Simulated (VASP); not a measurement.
# Si: relaxed cell and band gap, by functional

Si, Fd-3m (no. 227), 2 atoms in the cell.

| Functional | Volume (Å³/atom) | Change from the starting volume (fraction) | Gap, path and mesh (eV) | Time (s) |
|---|---|---|---|---|
| rev-vdW-DF2 | 20.31 | 0.007 | 0.60 | 186 |
| vdW-DF-cx | 20.21 | 0.002 | 0.55 | 171 |
| vdW-DF3-opt1 | 20.15 | -0.001 | 0.57 | 494 |
| vdW-DF3-opt2 | 20.25 | 0.004 | 0.58 | 497 |

## Input of the first row

INCAR.step1:
```
AGGAC = 0.0
ALGO = Normal
EDIFF = 1E-7
EDIFFG = -0.002
ENCUT = 600
GGA = MK
GGA_COMPAT = False
IBRION = 2
ISIF = 3
ISMEAR = 0
KPAR = 4
LASPH = True
LCHARG = False
LREAL = False
LUSE_VDW = True
LWAVE = False
NELM = 150
NSW = 60
PARAM1 = 0.1234568
PARAM2 = 0.7114
PREC = Accurate
SIGMA = 0.02
ZAB_VDW = -1.8867
```

INCAR.step2, as INCAR.step1 but for:
```
- NSW = 60
+ NSW = 40
```

INCAR.step3, as INCAR.step2 but for:
```
- EDIFFG = -0.002
- IBRION = 2
- ISIF = 3
- NSW = 40
+ ISIF = 2
+ NBANDS = 11
```

KPOINTS:
```
k-points
0
Gamma
  6 6 6
```

KPOINTS_OPT:
```
path GXWKGLUWLK,UX
8
line-mode
reciprocal
 0.0000000000  0.0000000000  0.0000000000  G
 0.5000000000  0.0000000000  0.5000000000  X

 0.5000000000  0.0000000000  0.5000000000  X
 0.5000000000  0.2500000000  0.7500000000  W

 0.5000000000  0.2500000000  0.7500000000  W
 0.3750000000  0.3750000000  0.7500000000  K

 0.3750000000  0.3750000000  0.7500000000  K
 0.0000000000  0.0000000000  0.0000000000  G

 0.0000000000  0.0000000000  0.0000000000  G
 0.5000000000  0.5000000000  0.5000000000  L

 0.5000000000  0.5000000000  0.5000000000  L
 0.6250000000  0.2500000000  0.6250000000  U

 0.6250000000  0.2500000000  0.6250000000  U
 0.5000000000  0.2500000000  0.7500000000  W

 0.5000000000  0.2500000000  0.7500000000  W
 0.5000000000  0.5000000000  0.5000000000  L

 0.5000000000  0.5000000000  0.5000000000  L
 0.3750000000  0.3750000000  0.7500000000  K

 0.6250000000  0.2500000000  0.6250000000  U
 0.5000000000  0.0000000000  0.5000000000  X
```

POSCAR.step1:
```
Si
1.0
    0.0000000000      2.7218511865      2.7218511865
    2.7218511865      0.0000000000      2.7218511865
    2.7218511865      2.7218511865      0.0000000000
Si
2
Direct
    0.5000000000      0.5000000000      0.5000000000
    0.7500000000      0.7500000000      0.7500000000
```

Commands (each step's output is kept before the next begins):
```
cat potpaw_PBE.64/Si/POTCAR > POTCAR
cp INCAR.step1 INCAR
cp POSCAR.step1 POSCAR
mpirun -np 4 vasp_std > vasp.out
cp CONTCAR POSCAR
rm WAVECAR CHG
cp INCAR.step2 INCAR
mpirun -np 4 vasp_std > vasp.out
cp CONTCAR POSCAR
rm WAVECAR CHG
cp INCAR.step3 INCAR
mpirun -np 4 vasp_std > vasp.out
```

Changes of the last row against the first:
```
(all steps)
- PARAM2 = 0.7114
+ PARAM2 = 0.58
+ IVDW_NL = 4
```

VASP 6.6.1 took 186 s on 4 cores (Intel Xeon 6975P-C (Granite Rapids)), a shared host.
